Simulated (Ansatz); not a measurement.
# Si61N2 defect cell: relaxing the atoms and phonons, part 2 of 2

The task, for Si61N2 defect cell: 4 runs in a chain (relaxing the atoms and phonons).

Ansatz 0.2.0; DFT PBE, scalar-relativistic, plane waves, PAW, and further levels as typed in the inputs. The steps go on from the part before.

**4. Relaxing the atoms: r2SCAN**

Against the reference cell of the series, the lattice is replaced; atoms are rattled by 0.04 Å.

input.yaml

```yaml
crystal:
  lattice:
    - [10.8884, 0.0, 0.0]
    - [0.0, 10.8884, 0.0]
    - [0.0, 0.0, 10.8884]
  atoms:
    - { symbol: "N", position: [0.150176857, 0.1426990724, 0.1419698849] }
    - { symbol: "N", position: [0.1340026779, 0.8562195653, 0.8550757913] }
    - { symbol: Si, position: [-0.00197138, 0.2511586741, 0.2515467864] }
    - { symbol: Si, position: [0.2460853643, -0.0032557205, 0.2482523291] }
    - { symbol: Si, position: [0.2525336406, 0.2520616148, -0.0047961078] }
    - { symbol: Si, position: [0.2458874573, 0.0027068711, 0.7557846298] }
    - { symbol: Si, position: [0.2498858415, 0.747489267, 0.0040249429] }
    - { symbol: Si, position: [-0.0011372714, 0.7526661483, 0.7556907227] }
    - { symbol: Si, position: [0.1273146829, 0.3752699873, 0.3776900972] }
    - { symbol: Si, position: [0.372639413, 0.1243457508, 0.3728915008] }
    - { symbol: Si, position: [0.3742491998, 0.3732127949, 0.1243175294] }
    - { symbol: Si, position: [-0.0013979516, 0.0003268713, 0.5002339064] }
    - { symbol: Si, position: [0.0010886709, 0.2551532681, 0.7443173926] }
    - { symbol: Si, position: [0.2547596289, 0.2491284286, 0.4954728107] }
    - { symbol: Si, position: [0.1243665928, 0.1253373806, 0.6289218194] }
    - { symbol: Si, position: [0.1210999432, 0.3757984578, 0.8754328258] }
    - { symbol: Si, position: [0.3688131924, 0.1206439688, 0.8772045553] }
    - { symbol: Si, position: [0.3775552597, 0.378995852, 0.6269610658] }
    - { symbol: Si, position: [0.0014518644, 0.5004513704, 0.0044417973] }
    - { symbol: Si, position: [-0.0030971166, 0.7494787349, 0.2514156502] }
    - { symbol: Si, position: [0.2442048628, 0.5048159276, 0.2470873039] }
    - { symbol: Si, position: [0.1247364189, 0.6329228332, 0.1219529508] }
    - { symbol: Si, position: [0.1230552807, 0.8807371283, 0.3710317629] }
    - { symbol: Si, position: [0.3734127783, 0.626895904, 0.3766729468] }
    - { symbol: Si, position: [0.377180986, 0.8763611048, 0.1299424271] }
    - { symbol: Si, position: [0.0037321999, 0.5021868354, 0.4974916365] }
    - { symbol: Si, position: [0.2473786417, 0.492989642, 0.7525249342] }
    - { symbol: Si, position: [0.2433029294, 0.7532295426, 0.5067828694] }
    - { symbol: Si, position: [0.1210998699, 0.6224854536, 0.6232505621] }
    - { symbol: Si, position: [0.3780502569, 0.6218283586, 0.8745204384] }
    - { symbol: Si, position: [0.3730783673, 0.8740769005, 0.6297436712] }
    - { symbol: Si, position: [0.496457864, 0.0002636192, 0.0009977822] }
    - { symbol: Si, position: [0.5031544292, 0.2453562555, 0.2540956257] }
    - { symbol: Si, position: [0.7515972117, 0.0032117584, 0.2502632236] }
    - { symbol: Si, position: [0.7439787237, 0.2476220468, 0.0030041863] }
    - { symbol: Si, position: [0.6251351705, 0.1248210847, 0.1315814301] }
    - { symbol: Si, position: [0.6330888149, 0.3748638297, 0.3821007877] }
    - { symbol: Si, position: [0.8676763472, 0.1174725129, 0.3781852438] }
    - { symbol: Si, position: [0.8740376508, 0.3771269281, 0.1268976246] }
    - { symbol: Si, position: [0.4996715637, 0.0025058951, 0.5005536975] }
    - { symbol: Si, position: [0.4943714686, 0.2508040431, 0.7506820589] }
    - { symbol: Si, position: [0.7567329508, -0.0041471452, 0.7500624403] }
    - { symbol: Si, position: [0.7484408037, 0.2495117376, 0.506095311] }
    - { symbol: Si, position: [0.6263909874, 0.1232933542, 0.6255651565] }
    - { symbol: Si, position: [0.627814594, 0.3713483057, 0.8740289029] }
    - { symbol: Si, position: [0.8806655127, 0.1281451895, 0.8748354116] }
    - { symbol: Si, position: [0.8732458792, 0.3744340196, 0.6193019012] }
    - { symbol: Si, position: [0.5034643694, 0.501253273, 0.0005079652] }
    - { symbol: Si, position: [0.4952337437, 0.7473734894, 0.25189001] }
    - { symbol: Si, position: [0.7509467557, 0.4981751939, 0.2518552658] }
    - { symbol: Si, position: [0.7534487459, 0.7475202223, -0.0019501791] }
    - { symbol: Si, position: [0.6218044453, 0.6207559817, 0.127926681] }
    - { symbol: Si, position: [0.6268736564, 0.8762443111, 0.3706940596] }
    - { symbol: Si, position: [0.8711574973, 0.6247514104, 0.3734820185] }
    - { symbol: Si, position: [0.8754411403, 0.8724322336, 0.1274026483] }
    - { symbol: Si, position: [0.5066106318, 0.5056816652, 0.5059140883] }
    - { symbol: Si, position: [0.5002609007, 0.7533855304, 0.748615665] }
    - { symbol: Si, position: [0.7533796795, 0.4986098139, 0.7482036831] }
    - { symbol: Si, position: [0.7476327328, 0.7525683878, 0.5010117434] }
    - { symbol: Si, position: [0.6256844912, 0.6208127708, 0.6255209393] }
    - { symbol: Si, position: [0.6197073239, 0.8804241682, 0.8745167206] }
    - { symbol: Si, position: [0.8757142618, 0.6246137201, 0.8691811007] }
    - { symbol: Si, position: [0.8699606051, 0.8748959688, 0.6304827945] }
scf:
  occupations: { method: gaussian, width: 0.02 }
output:
  forces: true
  stress: false
  eigenvalues: true
kpoints:
  mp_grid: { grid: [2, 2, 2], shift: [0.5, 0.5, 0.5] }
hamiltonian:
  xc: r2scan
relax:
  f_tol: 0.005
  max_steps: 150
```

Launch:

```console
> ansatz run input.yaml --threads 8 --pin off --max-ram 16384MiB --backend cpu --events-out ev --progress --plain --runs-dir out
```

The log of the run (excerpt; [...] marks lines left out):

```text
Warning: RAYON_NUM_THREADS=8 ignored (pool sized by the plan → 8); use --threads N
[...]
Pseudopotentials: kind: paw
Pseudopotential: N, paw, valence charge 5, recommended cutoff 500 eV (meta_gga), N.paw.azcp
Pseudopotential: Si, paw, valence charge 4, recommended cutoff 500 eV (meta_gga), Si.paw.azcp
Functional definition: r2SCAN
[...]
Crystal: 63 atoms, lattice volume = 1290.899 Å³
Basis set: ecut = 500 eV, 32795 PW (Γ), exchange–correlation on 320×320×320 points (64 copies of the dense FFT grid, shifted against one another)
Bands: 190, of which v1, the nominal top of the filled ones, is band 127 counted from 1 (126 counted from 0)
Symmetry: 1 space group operations
Space group: P1 (ITA 1), of the structure as read, at distance tolerance 1.1e-4 Å
k-points: 4 of 8 (time reversal used)
[...]
    - { symbol: Si, position: [0.6250742195922028, 0.6269673534483841, 0.12442113285947587] }
    - { symbol: Si, position: [0.62508034953494, 0.8764617767120357, 0.3739245265251539] }
    - { symbol: Si, position: [0.8788570377602425, 0.6317886323152749, 0.369094350668017] }
    - { symbol: Si, position: [0.8689642746732006, 0.8988644662286506, 0.10201702657179262] }
    - { symbol: Si, position: [0.5000717892416372, 0.500075364657037, 0.5008169562685565] }
    - { symbol: Si, position: [0.49774842924881585, 0.7443439848853354, 0.7450892615772057] }
    - { symbol: Si, position: [0.7549425026014255, 0.5006916439754424, 0.7513703583672358] }
    - { symbol: Si, position: [0.7549471228319545, 0.7506288419045306, 0.5014298396182552] }
    - { symbol: Si, position: [0.6289256689095608, 0.6228997103449757, 0.623637168522292] }
    - { symbol: Si, position: [0.6179203825539807, 0.870979513450286, 0.8717193795463098] }
    - { symbol: Si, position: [0.8839792891540323, 0.6325677561042767, 0.8748830223819808] }
    - { symbol: Si, position: [0.8839814914897413, 0.8741400848095902, 0.6333061240917877] }
```

It took 13 min on 8 threads of Arm Neoverse N1, shared host; peak memory 6.8 GiB.

Step by step:

```
step  E - E(step 1) (eV/cell)  largest force component (eV/Å)
   1                   0.0000                          3.3982
   2                  -4.1551                          2.1444
   3                  -6.5429                          0.7670
   4                  -7.0775                          0.3062
   5                  -7.1858                          0.1269
   6                  -7.1952                          0.0635
   7                  -7.1976                          0.0067
   8                  -7.1976                          0.0019
```

Step 1 is the start.

**5. Phonons**

It takes the final geometry of step 4.

input.yaml

```yaml
crystal:
  lattice:
    - [10.8884, 0.0, 0.0]
    - [0.0, 10.8884, 0.0]
    - [0.0, 0.0, 10.8884]
  atoms:
    - { symbol: "N", position: [0.1518548625, 0.1564032684, 0.1571492746] }
    - { symbol: "N", position: [0.151860626, 0.843739883, 0.8444805857] }
    - { symbol: Si, position: [0.0288835688, 0.2389668442, 0.2397004353] }
    - { symbol: Si, position: [0.2349422151, 0.0320102907, 0.2363145229] }
    - { symbol: Si, position: [0.234938892, 0.2355718269, 0.0327512777] }
    - { symbol: Si, position: [0.2349455512, -0.0318648281, 0.765313239] }
    - { symbol: Si, position: [0.234940947, 0.7645763446, -0.0311261724] }
    - { symbol: Si, position: [0.0288863745, 0.7611832709, 0.7619271427] }
    - { symbol: Si, position: [0.1281962106, 0.3760270434, 0.3767682771] }
    - { symbol: Si, position: [0.3721088887, 0.1276728444, 0.3771231705] }
    - { symbol: Si, position: [0.3721057727, 0.3763714837, 0.1284249527] }
    - { symbol: Si, position: [-0.0015883375, 7.15696e-05, 0.5008170943] }
    - { symbol: Si, position: [-0.0031394595, 0.2326881311, 0.7681916072] }
    - { symbol: Si, position: [0.2484131267, 0.2462520355, 0.5094409967] }
    - { symbol: Si, position: [0.1225445449, 0.1127478161, 0.6375917515] }
    - { symbol: Si, position: [0.1225361864, 0.3632931221, 0.8881344896] }
    - { symbol: Si, position: [0.3559653942, 0.1130850168, 0.8878014807] }
    - { symbol: Si, position: [0.3763779462, 0.3723259605, 0.628558328] }
    - { symbol: Si, position: [-0.001589052, 0.5000760972, 0.0008114538] }
    - { symbol: Si, position: [-0.0031386087, 0.7674445986, 0.2334517362] }
    - { symbol: Si, position: [0.2484159829, 0.508702564, 0.2469975653] }
    - { symbol: Si, position: [0.1225386506, 0.6368530614, 0.1134938305] }
    - { symbol: Si, position: [0.1225427776, 0.8873963055, 0.3640415268] }
    - { symbol: Si, position: [0.3763814503, 0.6278221911, 0.373069911] }
    - { symbol: Si, position: [0.3559589735, 0.8870630451, 0.1138221065] }
    - { symbol: Si, position: [-0.0006431731, 0.5000665114, 0.500818947] }
    - { symbol: Si, position: [0.2484120471, 0.4914454053, 0.7546312864] }
    - { symbol: Si, position: [0.2484139591, 0.7538920557, 0.4921880516] }
    - { symbol: Si, position: [0.1281923807, 0.6241192611, 0.6248596755] }
    - { symbol: Si, position: [0.3721046829, 0.6237680431, 0.8732084593] }
    - { symbol: Si, position: [0.3721090139, 0.8724643974, 0.6245109506] }
    - { symbol: Si, position: [0.4992418518, 7.29124e-05, 0.0008151714] }
    - { symbol: Si, position: [0.4977490545, 0.2557963267, 0.2565473011] }
    - { symbol: Si, position: [0.7493633129, 0.0050676166, 0.247622078] }
    - { symbol: Si, position: [0.7493647445, 0.2468767702, 0.0058032094] }
    - { symbol: Si, position: [0.6179247311, 0.1291689853, 0.1299070843] }
    - { symbol: Si, position: [0.6289220738, 0.3772502945, 0.3779957663] }
    - { symbol: Si, position: [0.8839855988, 0.1260035638, 0.3683239322] }
    - { symbol: Si, position: [0.8839779325, 0.3675845085, 0.1267392243] }
    - { symbol: Si, position: [0.4981306553, 6.96245e-05, 0.5008188728] }
    - { symbol: Si, position: [0.4924937562, 0.2433450353, 0.7575498653] }
    - { symbol: Si, position: [0.7493606357, -0.0049233982, 0.7540069323] }
    - { symbol: Si, position: [0.7549455871, 0.2495162197, 0.5001979765] }
    - { symbol: Si, position: [0.6250773516, 0.1236853935, 0.6277090038] }
    - { symbol: Si, position: [0.6250786623, 0.3731834797, 0.8772064774] }
    - { symbol: Si, position: [0.8689696794, 0.1012608649, 0.8996213547] }
    - { symbol: Si, position: [0.8788580517, 0.3683441704, 0.6325451556] }
    - { symbol: Si, position: [0.4981216843, 0.5000702356, 0.0008161051] }
    - { symbol: Si, position: [0.4924935226, 0.756810142, 0.2440806915] }
    - { symbol: Si, position: [0.7549379296, 0.4994551002, 0.2502575402] }
    - { symbol: Si, position: [0.749358343, 0.7532671289, -0.0041834219] }
    - { symbol: Si, position: [0.6250742196, 0.6269673534, 0.1244211329] }
    - { symbol: Si, position: [0.6250803495, 0.8764617767, 0.3739245265] }
    - { symbol: Si, position: [0.8788570378, 0.6317886323, 0.3690943507] }
    - { symbol: Si, position: [0.8689642747, 0.8988644662, 0.1020170266] }
    - { symbol: Si, position: [0.5000717892, 0.5000753647, 0.5008169563] }
    - { symbol: Si, position: [0.4977484292, 0.7443439849, 0.7450892616] }
    - { symbol: Si, position: [0.7549425026, 0.500691644, 0.7513703584] }
    - { symbol: Si, position: [0.7549471228, 0.7506288419, 0.5014298396] }
    - { symbol: Si, position: [0.6289256689, 0.6228997103, 0.6236371685] }
    - { symbol: Si, position: [0.6179203826, 0.8709795135, 0.8717193795] }
    - { symbol: Si, position: [0.8839792892, 0.6325677561, 0.8748830224] }
    - { symbol: Si, position: [0.8839814915, 0.8741400848, 0.6333061241] }
scf:
  occupations: { method: gaussian, width: 0.02 }
output:
  stress: false
  eigenvalues: true
kpoints:
  mp_grid: { grid: [2, 2, 2], shift: [0.5, 0.5, 0.5] }
hamiltonian:
  xc: r2scan
phonons:
  supercell: [1, 1, 1]
  displaced_sites: [0, 1, 2, 3, 4, 5, 6, 7]
  amplitude: 0.01
```

Launch:

```console
> ansatz run input.yaml --threads 8 --pin off --max-ram 16384MiB --backend cpu --events-out ev --progress --plain --runs-dir out
```

The log of the run (excerpt; [...] marks lines left out):

```text
Warning: at least one further symmetry operation maps every atom of the structure, as the run holds it, onto an atom to within 1.26e-5 (fractional), and is not used: to satisfy it, and what else the atoms miss by up to 2.00e-5, twice crystal.symmetry.tolerance (1.0e-5), an atom would have [...]
Warning: RAYON_NUM_THREADS=8 ignored (pool sized by the plan → 8); use --threads N
[...]
[... 4 set-up lines as earlier in the session ...]
[...]
Crystal: 63 atoms, lattice volume = 1290.899 Å³
Basis set: ecut = 500 eV, 32795 PW (Γ), exchange–correlation on 400×400×400 points (125 copies of the dense FFT grid, shifted against one another)
Bands: 190, of which v1, the nominal top of the filled ones, is band 127 counted from 1 (126 counted from 0)
[... 1 set-up line as earlier in the session ...]
k-points: 4 of 8 (time reversal used)
[...]
  force constants formed among 8 of 63 sites (N 0, N 1, Si 2, Si 3, Si 4, Si 5, Si 6, Si 7); the other 55 at rest. The modes move the named sites alone.
  the frequencies, the zero-point energy and the sums are of the block with the acoustic sum rule laid on its rows. Row sums over every site: 2.4e-4 eV/Å² at the most
  transpose residual: 6.5e-4 eV/Å²
  largest component of a force at the reference: 1.9e-3 eV/Å on a named site, 8.5e-4 eV/Å on a site at rest
  frequencies among the named sites at Γ of the cell (cm⁻¹): 234.39 240.18 241.46 241.62 258.36 262.42 326.38 330.15 349.50 354.62 362.46 362.48 365.89 368.69 372.11 373.49 394.25 405.06 460.23 463.90 652.33 652.94 654.61 660.79
  unstable modes among the named sites: 0
  frequencies as built, with no sum rule (cm⁻¹): 234.38 240.18 241.46 241.62 258.36 262.42 326.38 330.16 349.50 354.62 362.46 362.48 365.89 368.69 372.11 373.49 394.25 405.06 460.23 463.90 652.33 652.94 654.61 660.79
  zero-point energy: 0.582001 eV/cell   skipped modes (ω ≤ 0): 0
  not written: the harmonic force-constant file, the file of eigenvectors (these modes' are written with the force constants), the density of states and the dispersion, which are of every site
```

Run time: 57 min. Hardware: 8 threads of Arm Neoverse N1, shared host; peak memory 8.5 GiB.

**6. Results**

This closing draws on all 2 parts.

| step | level | energy (eV) | gap on the mesh (eV) | time |
| --- | --- | --- | --- | --- |
| 2 | PBE | -39549.665 | 0.49 | 8.3 min |
| 4 | r2SCAN | -39749.965 | 0.63 | 13 min |

Totals of different systems or levels have different zeros; only balanced differences at one level mean anything.

| quantity | value |
| --- | --- |
| local modes (step 3) | 357, 374, 385, 443, 447, 627, 628, 630, 635 cm⁻¹ |
| local modes (step 5) | 373, 394, 405, 460, 464, 652, 653, 655, 661 cm⁻¹ |

The modes of step 3 move 8 of the 63 atoms alone, the rest held, so they are local, harmonic estimates and the soft ones are least sound. The modes of step 5 move 8 of the 63 atoms alone, the rest held, so they are local, harmonic estimates and the soft ones are least sound.

The gaps are Kohn-Sham values of a semilocal functional, not quasiparticle or optical gaps. Such gaps usually fall short of the measured ones.
